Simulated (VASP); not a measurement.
Here is a VASP 6.6.1 calculation.

INCAR

```
ALGO = Fast
EDIFF = 1E-7
EDIFFG = -0.002
ENCUT = 520
GGA = PE
IBRION = 2
ISIF = 3
ISMEAR = 0
LASPH = T
LCHARG = F
LREAL = F
LWAVE = F
NELM = 80
NSW = 80
PREC = Accurate
PSTRESS = 940.0
SIGMA = 0.02
```

File KPOINTS:

```
k-points
0
Gamma
  6 6 6
```

Contents of POSCAR:

```
Se
1.0
    1.9250000000      1.1113992700      0.8816666700
   -1.9250000000      1.1113992700      0.8816666700
    0.0000000000     -2.2227985400      0.8816666700
Se
1
Direct
    0.0000000000      0.0000000000      0.0000000000
```

Potentials or basis: VASP PAW PBE potentials, release 64 (Se).

Command:

```bash
$ cat potpaw_PBE.64/Se/POTCAR > POTCAR
$ mpirun -np 1 vasp_std > vasp.out
```

Question: Estimate the relaxed volume.

Answer: 12.95 Å³/atom.

Question: Predict the relaxed cell.

Answer: a = 2.463 Å, b = 2.463 Å, c = 2.463 Å, α = 105.39°, β = 105.39°, γ = 105.39°.

Question: What does it give for the band gap on the k mesh?

Answer: None (metal or under the smearing width).

Final structure:
```cif
data_structure
_symmetry_space_group_name_H-M 'P 1'
_symmetry_Int_Tables_number 1
_cell_length_a 2.4630
_cell_length_b 2.4630
_cell_length_c 2.4630
_cell_angle_alpha 105.386
_cell_angle_beta 105.386
_cell_angle_gamma 105.386
_cell_volume 12.95
loop_
_atom_site_label
_atom_site_type_symbol
_atom_site_fract_x
_atom_site_fract_y
_atom_site_fract_z
_atom_site_occupancy
Se1 Se 0.00000 0.00000 0.00000 1
```

Caveat: the k mesh is coarse (spacing up to 0.51 Å⁻¹), so the values aren't converged; the cell is relaxed towards a set pressure, so the enthalpy falls and the energy may rise. Zero-point motion and thermal expansion aren't in these numbers.
